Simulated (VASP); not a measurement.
Write the native input for VASP 6.6.1 that does the following.

| Quantity | Value |
| --- | --- |
| Task | single point |
| Functional | PBE |
| Potentials or basis | VASP PAW PBE potentials, release 64 (Be, S) |
| Cutoff | 520 eV |
| k mesh | 6 × 6 × 6 |
| Occupations | methfessel-paxton, width 0.5 eV |
| Spin | no spin polarisation |
| Dipole correction | no |
| Further INCAR settings | ALGO = Normal; EDIFF = 1e-06; NBANDS = 11 |

The structure of BeS lies in POSCAR:

```
BeS
1.0
    2.9413850451      0.0000000000      0.0000000000
    0.0000000000      2.9413850451      0.0000000000
    0.0000000000      0.0000000000      2.9413850451
Be S
1 1
Direct
    0.0000000000      0.0000000000      0.0000000000
    0.5000000000      0.5000000000      0.5000000000
```

The cell was built by a generator and needn't be a form met in nature.

These files were run (other wordings do the same):

INCAR

```
ALGO     = Normal         # electronic algorithm
EDIFF    = 1E-6           # SCF threshold, eV
ENCUT    = 520            # plane-wave cutoff, eV
GGA      = PE             # functional
ISIF     = 2              # what is computed and relaxed
ISMEAR   = 1              # smearing method
LASPH    = True           # aspherical terms in the spheres
LCHARG   = False          # write CHGCAR
LREAL    = False          # projectors in reciprocal space
LWAVE    = False          # write WAVECAR
NBANDS   = 11             # bands
NELM     = 60             # most SCF steps
PREC     = Accurate       # precision mode
SIGMA    = 0.5            # smearing width, eV
```

KPOINTS

```
k-points
0
Gamma
  6 6 6
```

Potentials or basis: VASP PAW PBE potentials, release 64 (Be, S).

Run with:

```console
$ cat potpaw_PBE.64/Be/POTCAR potpaw_PBE.64/S/POTCAR > POTCAR
$ mpirun -np 1 vasp_std > vasp.out
```

Results of the run:

```json
{"Pressure": "-1.9 GPa", "Band gap on the k mesh": "none (metal or under the smearing width)"}
```

Run time: 4.1 s on 1 thread of Intel(R) Xeon(R) Platinum 8488C (Sapphire Rapids) (shared host), peak memory 0.13 GiB.
